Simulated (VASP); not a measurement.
# Al2O3 (P-6m2) in VASP: further runs, part 3 of 3

VASP 6.6.1. The steps go on from the part before.

## (5) Dielectric tensor, LDA

INCAR

```
SYSTEM = Al2O3
PREC = Accurate ; ENCUT = 280
EDIFF = 1E-8 ; ISMEAR = 0
SIGMA = 0.01 ; LREAL = .False.
LASPH = .True. ; NELM = 100
ALGO = Normal ; ISIF = 2
LWAVE = .False. ; LCHARG = .False.
LEPSILON = .True.
```

KPOINTS

```
Automatic mesh
0
Gamma
  12 12 4
  0 0 0
```

POSCAR

```
Al2O3
1.0
    2.8843249483      0.0000000000      0.0000000000
   -1.4421624742      2.4978986780      0.0000000000
    0.0000000000      0.0000000000      9.3367544600
Al O
2 3
Direct
    0.0000000000      0.0000000000      0.8500076700
    0.0000000000      0.0000000000      0.1499923300
    0.3333333333      0.6666666667      0.7776830800
    0.6666666667      0.3333333333      0.0000000000
    0.3333333333      0.6666666667      0.2223169200
```

Potentials or basis: VASP PAW LDA potentials, release 64 (Al, O).

Started as:

```bash
cat potpaw_LDA.64/Al/POTCAR potpaw_LDA.64/O/POTCAR > POTCAR
mpirun -np 1 vasp_std > vasp.out
```

OUTCAR:

```text
SYSTEM = Al2O3
   PREC = Accurate
   ENCUT = 280
   EDIFF = 1E-8
   ISMEAR = 0
   LREAL = .False.
   LASPH = .True.
   NELM = 100
   ISIF = 2
   LEPSILON = .True.

 Found     57 irreducible k-points:

 Following reciprocal coordinates:
            Coordinates               Weight
  0.000000  0.000000  0.000000      1.000000
  0.083333  0.000000  0.000000      6.000000
  0.166667  0.000000  0.000000      6.000000
  0.250000  0.000000  0.000000      6.000000
  0.333333 -0.000000  0.000000      6.000000
  0.416667  0.000000  0.000000      6.000000
   k-points           NKPTS =     57   k-points in BZ     NKDIM =     57   number of bands    NBANDS=     16
   number of dos      NEDOS =    301   number of ions     NIONS =      5
   total plane-waves  NPLWV =  13824
   dimension x,y,z NGX =    16 NGY =   16 NGZ =   54
   dimension x,y,z NGXF=    32 NGYF=   32 NGZF=  108
   ions per type =               2   3
   NGX,Y,Z   is equivalent  to a cutoff of   9.22,  9.22,  9.61 a.u.
   NGXF,Y,Z  is equivalent  to a cutoff of  18.44, 18.44, 19.23 a.u.
 SYSTEM =  Al2O3
   PREC   = accura    normal or accurate (medium, high low for compatibility)
   ISTART =      0    job   : 0-new  1-cont  2-samecut
   ICHARG =      2    charge: 1-file 2-atom 10-const
   ISPIN  =      1    spin polarized calculation?
   LNONCOLLINEAR =      F non collinear calculations
   LSORBIT =      F    spin-orbit coupling
   LASPH  =      T    aspherical Exc in radial PAW
   ENCUT  =  280.0 eV  20.58 Ry    4.54 a.u.   3.94  3.94 12.74*2*pi/ulx,y,z
   NELM   =    100;   NELMIN=  2; NELMDL= -5     # of ELM steps
   EDIFF  = 0.1E-07   stopping-criterion for ELM
   LREAL  =      F    real-space projection
   EDIFFG = 0.1E-06   stopping-criterion for IOM
   NSW    =      0    number of steps for IOM
   IBRION =     -1    ionic relax: 0-MD 1-quasi-New 2-CG
   NFREE  =      0    steps in history (QN), initial steepest desc. (CG)
   ISIF   =      2    stress and relaxation
   ISYM   =      2    0-nonsym 1-usesym 2-fastsym
   POTIM  = 0.5000    time-step for ionic-motion
   TEBEG  =    0.0;   TEEND  =   0.0 temperature during run
   PSTRESS=    0.0 pullay stress
   NELECT =      24.0000    total number of electrons
   NUPDOWN=      -1.0000    fix difference up-down
   EMIN   =  10.00;   EMAX   =-10.00  energy-range for DOS
   EFERMI =   0.00;   METHOD = LEGACY
   ISMEAR =     0;   SIGMA  =   0.01  broadening in eV -4-tet -1-fermi 0-gaus
   EFERMI_NEDOS =   21; number of points for ismear=-14 and -15
   IALGO  =     38    algorithm
   IMIX   =      4    mixing-type and parameters
     AMIX     =   0.40;   BMIX     =  1.00
     AMIX_MAG =   1.60;   BMIX_MAG =  1.00
  volume/ion in A,a.u.               =      13.45        90.79
  Fermi-wavevector in a.u.,A,eV,Ry     =   1.161111  2.194181 18.343074  1.348178
  Thomas-Fermi vector in A             =   2.297686
   LORBIT       =      0    0 simple, 1 ext, 2 COOP (PROOUT), +10 PAW based schemes
   GGA     = CA    functional components
   LHFCALC =     F    Hartree Fock is set to
   AEXX    =    0.0000 exact exchange contribution
   IVDW    =     0    specifies the selected vdW correction
   LEPSILON=     T    determine dielectric tensor
   LRPA    =     F    only Hartree local field effects (RPA)
 non-spin polarized calculation
 Gauss-broadening in eV      SIGMA  =   0.01
[... 138 lines left out ...]
  in kB     -520.0155608   -520.0155608   -508.4024754      0.0000000      0.0000000      0.0000000
  external PRESSURE =    -516.1445323 kB  Pullay stress =       0.0000000 kB

 VOLUME and BASIS-vectors are now :
 -----------------------------------------------------------------------------
  energy-cutoff  :      280.00
  volume of cell :       67.27
      direct lattice vectors                 reciprocal lattice vectors
     2.884324948  0.000000000  0.000000000     0.346701574  0.200168247  0.000000000
    -1.442162474  2.497898678  0.000000000     0.000000000  0.400336494  0.000000000
     0.000000000  0.000000000  9.336754460     0.000000000  0.000000000  0.107103598

 POSITION                                       TOTAL-FORCE (eV/Angst)
 -----------------------------------------------------------------------------------
      0.00000      0.00000      7.93631         0.000000     -0.000000     -0.169413
      0.00000      0.00000      1.40044        -0.000000     -0.000000      0.169413
     -0.00000      1.66527      7.26104         0.000000     -0.000000      0.836307
      1.44216      0.83263      0.00000        -0.000000      0.000000      0.000000
     -0.00000      1.66527      2.07572         0.000000     -0.000000     -0.836307
 -----------------------------------------------------------------------------------
    total drift:                               -0.000004      0.000002     -0.000000

  FREE ENERGIE OF THE ION-ELECTRON SYSTEM (eV)
  ---------------------------------------------------
  free  energy   TOTEN  =       -40.5912652574 eV

  energy  without entropy=      -40.5912652574  energy(sigma->0) =      -40.59126526

 HEAD OF MICROSCOPIC STATIC DIELECTRIC TENSOR (INDEPENDENT PARTICLE, excluding Hartree and local field effects)
 ------------------------------------------------------
           2.781162    -0.000000     0.000000
          -0.000000     2.781162    -0.000000
          -0.000000     0.000000     2.588237
 ------------------------------------------------------

 Free energy of the ion-electron system (eV)
  ---------------------------------------------------
  ---------------------------------------------------
  free energy    TOTEN  =        -0.33283806 eV

  energy without entropy =       -0.33283806

------------------------ aborting loop because EDIFF is reached ----------------------------------------

--------------------------------------- Ionic step        2  -------------------------------------------

------------------------ aborting loop because EDIFF is reached ----------------------------------------

--------------------------------------- Ionic step        3  -------------------------------------------

 Free energy of the ion-electron system (eV)
  ---------------------------------------------------
  ---------------------------------------------------
  free energy    TOTEN  =        -0.18497613 eV

  energy without entropy =       -0.18497613

------------------------ aborting loop because EDIFF is reached ----------------------------------------

 PIEZOELECTRIC TENSOR FIELD DIRECTION 3  (e Angst)
 -----------------------------------------------------------------------------
    -0.00052  0.00000 -0.00000           ( -0.00000  0.00000  0.00000)
     0.00000 -0.00052  0.00000           (  0.00000 -0.00000  0.00000)
    -0.00000  0.00000  0.00072           (  0.00000  0.00000 -0.00000)

 PIEZOELECTRIC TENSOR FIELD DIRECTION 3  (C/m^2)
 -----------------------------------------------------------------------------
    -0.00012  0.00000 -0.00000
     0.00000 -0.00012  0.00000
    -0.00000  0.00000  0.00017

 MACROSCOPIC STATIC DIELECTRIC TENSOR (including local field effects in DFT)
 ------------------------------------------------------
           2.681385    -0.000000     0.000000
          -0.000000     2.681385     0.000000
          -0.000000    -0.000000     1.927208
 ------------------------------------------------------

 PIEZOELECTRIC TENSOR (including local field effects)  for field in x, y, z        (e  Angst)
          XX          YY          ZZ          XY          YZ          ZX
  --------------------------------------------------------------------------------
  x     0.00000    -0.00000     0.00000    -0.03462     0.00000     0.00000
  y    -0.03462     0.03462    -0.00000    -0.00000     0.00000     0.00000
  z     0.00000     0.00000     0.00000     0.00000    -0.00000     0.00000

 PIEZOELECTRIC TENSOR (including local field effects)  for field in x, y, z        (C/m^2)
          XX          YY          ZZ          XY          YZ          ZX
  --------------------------------------------------------------------------------
  x     0.00000    -0.00000     0.00000    -0.00825     0.00000     0.00000
  y    -0.00825     0.00825    -0.00000    -0.00000     0.00000     0.00000
  z     0.00000     0.00000     0.00000     0.00000    -0.00000     0.00000

 BORN EFFECTIVE CHARGES (including local field effects) (in |e|, cummulative output)
 ---------------------------------------------------------------------------------
 ion    1
    1     2.97596    -0.00000     0.00000
    2    -0.00000     2.97596     0.00000
    3    -0.00000    -0.00000     1.47956
 ion    2
    1     2.97596    -0.00000    -0.00000
    2    -0.00000     2.97596    -0.00000
    3     0.00000     0.00000     1.47956
 ion    3
    1    -1.87373     0.00000    -0.00000
    2     0.00000    -1.87373     0.00000
    3     0.00000    -0.00000    -0.88930
 ion    4
    1    -2.20446     0.00000     0.00000
    2     0.00000    -2.20446    -0.00000
    3    -0.00000     0.00000    -1.18052
 ion    5
    1    -1.87373     0.00000     0.00000
    2     0.00000    -1.87373     0.00000
    3     0.00000     0.00000    -0.88930
```

OSZICAR:

```text
N       E                     dE             d eps       ncg     rms          rms(c)
DAV:   1     0.842306282467E+02    0.84231E+02   -0.93117E+03  1912   0.821E+02
DAV:   2    -0.387638989020E+02   -0.12299E+03   -0.12103E+03  2312   0.236E+02
DAV:   3    -0.440348570598E+02   -0.52710E+01   -0.52633E+01  2464   0.579E+01
DAV:   4    -0.440756909329E+02   -0.40834E-01   -0.40829E-01  2384   0.512E+00
[... 12 lines left out ...]
RMM:  12    -0.184976445988E+00   -0.50778E-05    0.24890E-06  3919   0.409E-04    0.547E-05
RMM:  13    -0.184976692699E+00   -0.24671E-06   -0.19283E-06  3385   0.179E-04    0.301E-05
RMM:  14    -0.184976357924E+00    0.33478E-06    0.37508E-09  1836   0.550E-05    0.142E-05
RMM:  15    -0.184976054595E+00    0.30333E-06    0.83675E-07  2555   0.876E-05    0.115E-05
RMM:  16    -0.184976131574E+00   -0.76980E-07   -0.21934E-07  1290   0.344E-05    0.788E-06
```

stdout:

```text
POSCAR found type information on POSCAR AlO
 POSCAR found :  2 types and       5 ions
 scaLAPACK will be used
 LDA part: xc-table for (Slater(with rela. corr.)+CA(PZ))
 , standard interpolation
 POSCAR, INCAR and KPOINTS ok, starting setup
 FFT: planning ... GRIDC
 FFT: planning ... GRID_SOFT
 FFT: planning ... GRID
 WAVECAR not read
 entering main loop
 Linear response reoptimize wavefunctions to high precision
 Linear response G [H, r] |phi>, progress :
  Direction:   1
 Linear response G [H, r] |phi>, progress :
  Direction:   2
 Linear response G [H, r] |phi>, progress :
  Direction:   3
 Linear response to external field (no local field effect), progress :
  Direction:   1
 dielectric tensor                  component  1 :     2.571    -0.480    -0.003
 Linear response to external field (no local field effect), progress :
  Direction:   2
 dielectric tensor                  component  2 :    -0.480     2.992    -0.003
 Linear response to external field (no local field effect), progress :
  Direction:   3
 dielectric tensor                  component  3 :    -0.003    -0.003     2.588
 Linear response to external field, progress :
  Direction:   1
 dielectric tensor                  component  1 :     2.681     0.000     0.001
 Linear response to external field, progress :
  Direction:   2
 dielectric tensor                  component  2 :    -0.151     2.681    -0.003
 Linear response to external field, progress :
  Direction:   3
 dielectric tensor                  component  3 :    -0.001    -0.004     1.927
 Born effective charges drift removed
```

It took 2.6 min on 1 thread of AMD EPYC 9R45 (Zen 5), shared host; peak memory 0.26 GiB.

The run converged, but a check on its numbers failed (symmetry, net force, bounds or a known fault of this set-up), so they aren't taken as properties of the crystal.

Caveat: the cutoff lies under the usual one of these potentials, so the numbers hold a large basis-set error.

## (6) Dielectric tensor, LDA

INCAR: that of step 5 with these lines changed.

```diff
@@ -1,3 +1,3 @@
 SYSTEM = Al2O3
-PREC = Accurate ; ENCUT = 280
+PREC = Accurate ; ENCUT = 340
 EDIFF = 1E-8 ; ISMEAR = 0
```

KPOINTS is that of step 5.

POSCAR is that of step 5.

Potentials or basis: VASP PAW LDA potentials, release 64 (Al, O).

Started as:

```bash
cat potpaw_LDA.64/Al/POTCAR potpaw_LDA.64/O/POTCAR > POTCAR
mpirun -np 1 vasp_std > vasp.out
```

OUTCAR:

```text
SYSTEM = Al2O3
   PREC = Accurate
   ENCUT = 340
   EDIFF = 1E-8
   ISMEAR = 0
   LREAL = .False.
   LASPH = .True.
   NELM = 100
   ISIF = 2
   LEPSILON = .True.

 Found     57 irreducible k-points:

 Following reciprocal coordinates:
            Coordinates               Weight
  0.000000  0.000000  0.000000      1.000000
  0.083333  0.000000  0.000000      6.000000
  0.166667  0.000000  0.000000      6.000000
  0.250000  0.000000  0.000000      6.000000
  0.333333 -0.000000  0.000000      6.000000
  0.416667  0.000000  0.000000      6.000000
   k-points           NKPTS =     57   k-points in BZ     NKDIM =     57   number of bands    NBANDS=     16
   number of dos      NEDOS =    301   number of ions     NIONS =      5
[... 264 lines left out ...]
           0.000000     0.000000     1.938871
 ------------------------------------------------------

 PIEZOELECTRIC TENSOR (including local field effects)  for field in x, y, z        (e  Angst)
          XX          YY          ZZ          XY          YZ          ZX
  --------------------------------------------------------------------------------
  x     0.00000    -0.00000    -0.00000    -0.04999     0.00000     0.00000
  y    -0.04999     0.04999    -0.00000    -0.00000     0.00000     0.00000
  z     0.00000     0.00000     0.00000     0.00000    -0.00000     0.00000

 PIEZOELECTRIC TENSOR (including local field effects)  for field in x, y, z        (C/m^2)
          XX          YY          ZZ          XY          YZ          ZX
  --------------------------------------------------------------------------------
  x     0.00000    -0.00000    -0.00000    -0.01191     0.00000     0.00000
  y    -0.01191     0.01191    -0.00000    -0.00000     0.00000     0.00000
  z     0.00000     0.00000     0.00000     0.00000    -0.00000     0.00000

 BORN EFFECTIVE CHARGES (including local field effects) (in |e|, cummulative output)
 ---------------------------------------------------------------------------------
 ion    1
    1     3.00234    -0.00000     0.00000
    2    -0.00000     3.00234     0.00000
    3     0.00000     0.00000     1.50647
 ion    2
    1     3.00234    -0.00000    -0.00000
    2    -0.00000     3.00234    -0.00000
    3    -0.00000     0.00000     1.50647
 ion    3
    1    -1.89153     0.00000    -0.00000
    2     0.00000    -1.89153     0.00000
    3     0.00000     0.00000    -0.90790
 ion    4
    1    -2.22161     0.00000     0.00000
    2     0.00000    -2.22161     0.00000
    3     0.00000     0.00000    -1.19713
 ion    5
    1    -1.89153     0.00000     0.00000
    2     0.00000    -1.89153     0.00000
    3    -0.00000    -0.00000    -0.90790
```

stdout:

```text
POSCAR found type information on POSCAR AlO
 POSCAR found :  2 types and       5 ions
 scaLAPACK will be used
 LDA part: xc-table for (Slater(with rela. corr.)+CA(PZ))
 , standard interpolation
 POSCAR, INCAR and KPOINTS ok, starting setup
 FFT: planning ... GRIDC
 FFT: planning ... GRID_SOFT
 FFT: planning ... GRID
 WAVECAR not read
 entering main loop
 Linear response reoptimize wavefunctions to high precision
 Linear response G [H, r] |phi>, progress :
  Direction:   1
 Linear response G [H, r] |phi>, progress :
  Direction:   2
 Linear response G [H, r] |phi>, progress :
  Direction:   3
 Linear response to external field (no local field effect), progress :
  Direction:   1
 dielectric tensor                  component  1 :     2.574    -0.478    -0.003
 Linear response to external field (no local field effect), progress :
  Direction:   2
 dielectric tensor                  component  2 :    -0.478     2.993    -0.003
 Linear response to external field (no local field effect), progress :
  Direction:   3
 dielectric tensor                  component  3 :    -0.003    -0.003     2.609
 Linear response to external field, progress :
  Direction:   1
 dielectric tensor                  component  1 :     2.682     0.000     0.001
 Linear response to external field, progress :
  Direction:   2
 dielectric tensor                  component  2 :    -0.150     2.682    -0.002
 Linear response to external field, progress :
  Direction:   3
 dielectric tensor                  component  3 :    -0.001    -0.003     1.939
 Born effective charges drift removed
```

Run time: 3.6 min. Hardware: 1 thread of AMD EPYC 9R45 (Zen 5), shared host; peak memory 0.32 GiB.

The run converged, but a check on its numbers failed (symmetry, net force, bounds or a known fault of this set-up), so they aren't taken as properties of the crystal.

Caveat: the cutoff lies under the usual one of these potentials, so the numbers hold a large basis-set error.

## (7) The reference run

An earlier run on the cell as given: functional PBE; potentials or basis VASP PAW PBE potentials, release 64 (Al, O); cutoff 520 eV; k mesh 11 × 11 × 3; occupations fermi-dirac, width 0.05 eV; no spin polarisation.

- Pressure: 0.1 GPa
- Largest force: 0.012 eV/Å
- Band gap on the k mesh: 4.77 eV, indirect (least direct gap 5.01 eV)
